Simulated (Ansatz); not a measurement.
# CdS: properties at the relaxed cell

An exercise on one series of results from a longer session: the logs are not shown, and one member is left open.

Method: DFT PBE, scalar-relativistic, plane waves, PAW, in Ansatz 0.2.0.

1 further run of the same task is left out (set aside as unsound or not needed).

### The starting structure

Symmetry: F-43m, No. 216, cubic system. The conventional cell has a = 5.926 Å, b = 5.926 Å, c = 5.926 Å, α = 90.00°, β = 90.00°, γ = 90.00°. Cd (site symmetry -43m) has 4 S at 2.57 Å as nearest neighbours. Around S (site symmetry -43m) lie 4 Cd at 2.57 Å.

Structure file:

```
Cd S
1.0
     0.00000    2.96321    2.96321
     2.96321    0.00000    2.96321
     2.96321    2.96321    0.00000
Cd S
1 1
Direct
  0.00000 0.00000 0.00000
  0.25000 0.25000 0.25000
```

This cell was relaxed beforehand with the same method: volume 26.02 Å³/atom, gap on the mesh 1.04 eV.

The first run:

Contents of input.yaml:

```yaml
crystal:
  lattice:
    - [0.0, 2.9632110671, 2.9632110671]
    - [2.9632110671, 0.0, 2.9632110671]
    - [2.9632110671, 2.9632110671, 0.0]
  atoms:
    - { symbol: Cd, position: [0.0, 0.0, 0.0] }
    - { symbol: S, position: [0.25, 0.25, 0.25] }
basis:
  ecutwfc: 420
kpoints:
  mp_grid: { grid: [8, 8, 8] }
  band_path:
    path:
      - [[0.0, 0.0, 0.0], [-0.5, -0.5, 0.0], [-0.375, -0.375, 0.25]]
      - [[-0.375, 0.0, 0.375], [0.0, 0.0, 0.0], [0.0, 0.0, 0.5], [-0.5, -0.25, 0.25], [-0.5, -0.5, 0.0]]
    npoints: 14
hamiltonian:
  xc: pbe
scf:
  occupations: { method: gaussian, width: 0.02 }
  n_extra_bands: 6
output:
  forces: true
  stress: true
  eigenvalues: true
  populations: true
  dos: { projected: true, de: 0.02, nscf_kmesh: { grid: [12, 12, 12] } }
  bader: true
```

Command:

```
$ ansatz run input.yaml --threads 1 --pin off --max-ram 2560MiB --backend cpu --events-out ev --progress --plain --runs-dir out
```

Steps of the session up to this table: Static run: bands, density of states and charges; Band edges anywhere in the zone; Levels beside the edges; The cell scaled to 0.97 of its volume; Point at V/V0 = 1.03; Volume × 0.94; Point at V/V0 = 1.06.

One of the session's tables, all rows but one given; the rest of the session is left out.

```
volume (Å³/atom)  energy above the lowest point (meV/atom)  pressure (GPa)  gap on the mesh (eV)
          24.458                                      17.6            3.82                  1.18
          25.238                                       4.2            1.75                  1.11
          26.019                                       0.0            0.01                  1.04
          26.799                                         ?               ?                     ?
          27.580                                      14.0           -2.72                  0.91
```

Q: Estimate the row for volume (Å³/atom) = 26.799 from the others.

Worked estimate for «energy above the lowest point (meV/atom)». A straight line through the neighbours (26.019, 0.0) and (27.580, 14.0) gives 0.0 + (14.0 − 0.0) × (26.799 − 26.019) / (27.580 − 26.019) = 7.0; a parabola fitted to 3 rows on both sides gives 3.3.

**Answer.** energy above the lowest point (meV/atom): 3.7; pressure (GPa): -1.47; gap on the mesh (eV): 0.98. In «energy above the lowest point (meV/atom)» the line misses by +3.3 and the parabola by -0.4.
